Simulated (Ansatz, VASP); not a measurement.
# Two plane-wave programs on Rh

INCAR

```
SYSTEM = Rh
PREC = Accurate
ENCUT = 520
EDIFF = 1E-6
ISMEAR = 0
SIGMA = 0.15
LREAL = .False.
LASPH = .True.
NELM = 80
ALGO = Normal
ISIF = 2
LWAVE = .False.
LCHARG = .False.
GGA = PE
NBANDS = 14
```

The input KPOINTS:

```
regular mesh
0
Gamma
  20 20 20
  0 0 0
```

The input POSCAR:

```
Rh
1.0
    0.0000000000      1.8895822249      1.9150524221
    1.8895822249      0.0000000000      1.9150524221
    1.8895822249      1.8895822249      0.0000000000
Rh
1
Direct
    0.0000000000      0.0000000000      0.0000000000
```

Input for Ansatz:

```yaml
crystal:
  lattice:
    - [0.0, 1.8895822249, 1.9150524221]
    - [1.8895822249, 0.0, 1.9150524221]
    - [1.8895822249, 1.8895822249, 0.0]
  atoms:
    - { symbol: Rh, position: [0.0, 0.0, 0.0] }
basis:
  ecutwfc: 420
kpoints:
  mp_grid: { grid: [20, 20, 20] }
hamiltonian:
  xc: pbe
  pseudopotentials: { kind: paw, azcp: { folder: soft_1 } }
scf:
  occupations: { method: gaussian, width: 0.15 }
output:
  forces: true
  stress: true
  eigenvalues: true
  write_density: true
  write_potential: true
  elf: true
  volumetric_format: npy
```

Change from the starting cell: engineering shear strain xy +0.0000, equal normal strain along x and y -0.0133.

Alike in both runs: task single point; functional PBE; k mesh 20 × 20 × 20; occupations gaussian, width 0.15 eV; no spin polarisation.

|  | VASP | Ansatz |
| --- | --- | --- |
| version | VASP 6.6.1 | Ansatz 0.2.0 |
| potentials or method | VASP PAW PBE potentials, release 64 (Rh_pv) | scalar-relativistic, plane waves, PAW |
| plane-wave cutoff (eV) | 520 | 420 |
| valence electrons in the cell | 15 | 17 |

```csv
,VASP,Ansatz,Ansatz less VASP
gap on the k mesh at the Fermi level (eV),none,none,-
pressure (GPa),7.6,7.5,-0.14
largest component of the traceless stress (GPa),2.24,2.25,+0.011
```

A gap of «none» marks a metal or a gap that the smearing closes. The two sets of potentials don't hold the same shells in valence.
